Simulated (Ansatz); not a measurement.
AlN in the zincblende structure, relaxed with r2SCAN in Ansatz: space group F-43m (No. 216), cubic; a = 4.370 Å in the conventional setting, 10.43 Å³ an atom. Al is surrounded by 4 N at 1.89 Å; N is surrounded by 4 Al at 1.89 Å. It was then strained (uniaxial along z, other directions held), atoms relaxed again within the symmetry left. Unstrained, HSE06 gives 4.552 eV (Γ → X, 8×8×8 mesh), and the band edges keep their places in every row. Only one sign of strain is shown, since it lowers the symmetry, and equivalent edge states can then move with another slope on the other side. Stress is positive in compression. (Simulation; spin polarisation is off.)

Axes as in this cell:
```
Al N
1.0
     0.00000    2.18488    2.18488
     2.18488    0.00000    2.18488
     2.18488    2.18488    0.00000
Al N
1 1
Direct
  0.00000 0.00000 0.00000
  0.25000 0.25000 0.25000
```

```csv
strain (%),ε,"ΔE_g, HSE06 (eV)","Δσ_zz, r2SCAN (GPa)","Δ(mean ε∞, r2SCAN)"
-4.0,-0.0400,-0.189,+12.47,-0.06
-3.0,-0.0300,-0.144,+9.33,-0.05
-1.0,-0.0100,-0.049,+3.09,-0.02
```

(1) Fit ΔE_g = a x + b x² to these rows by least squares, with x = ε.

(2) Fit the change of σ_zz in the same way.

(3) Predict the withheld row at -2.0 % (x = -0.0200).

(4) Fit the last column too (unstrained value 4.26), and predict it for the withheld row.

Results:

(1) The normal equations take Σx² = 2.600e-03, Σx³ = -9.200e-05, Σx⁴ = 3.380e-06, ΣxΔE = 1.237e-02 and Σx²ΔE = -4.369e-04, and give a = +4.99 eV, b = +6.5 eV; the largest residual is 0.000 eV.

(2) Δσ_zz = -308.4 x + (85) x² GPa. The slope, 308 GPa, is C₁₁ in these axes.

(3) ΔE_g ≈ +4.99 × (-0.0200) + (6.5) × (-0.0200)² = -0.097 eV, and Δσ_zz ≈ +6.20 GPa. The runs give -0.097 eV and +6.20 GPa, off by 0.000 eV and 0.00 GPa.

(4) Δ = +2.17 x + (16.7) x², which gives -0.04 at x = -0.0200; the run gives -0.03.
